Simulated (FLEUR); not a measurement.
**CdTe under changes of volume**

One of the cells (32.922 Å³/atom); the others are scaled copies at fixed shape and fractional positions:

```xyz
2
Lattice="0.0000 3.2050 3.2050 3.2050 0.0000 3.2050 3.2050 3.2050 0.0000" Properties=species:S:1:pos:R:3 pbc="T T T"
Te    4.8075    4.8075    4.8075
Cd    0.0000    0.0000    0.0000
```

```yaml
Program: FLEUR MaX-R8.1 (later development tree)
Functional: PBEsol
Potentials_or_basis: all-electron
Basis: FLAPW
Kmax: 4.39 1/bohr
k_mesh: 7 × 7 × 7
Occupations: fermi-dirac, width 0.05 eV
Spin: no spin polarisation
```

```csv
volume (Å³/atom),energy over the lowest point (meV/atom),gap on the mesh (eV)
30.947,47.57,0.94
31.605,28.86,0.88
32.263,15.36,0.82
32.922,6.24,0.76
33.580,1.26,0.70
34.239,0.00,0.64
34.897,?,?
```

Q: What does the run at 34.897 Å³/atom give?

A: Energy over the lowest point 1.88 meV/atom; gap on the mesh 0.58 eV.

Worked out: A Birch-Murnaghan fit of order 3 (a polynomial in V^(-2/3)) to the other rows has its minimum at 34.15 Å³/atom with B0 = V·E''(V) = 42 GPa and B' = 4.5. It gives 2.01 meV/atom at 34.897 Å³/atom, against the run's 1.88. A straight line through the other rows of the gap, of slope -2.97 eV per unit of ln V (its deformation potential), extrapolates to 0.59 eV, against the run's 0.58.

Energies are extrapolated to zero smearing.

Caveats: spin-orbit coupling is left out, which moves the levels of the heavy elements.
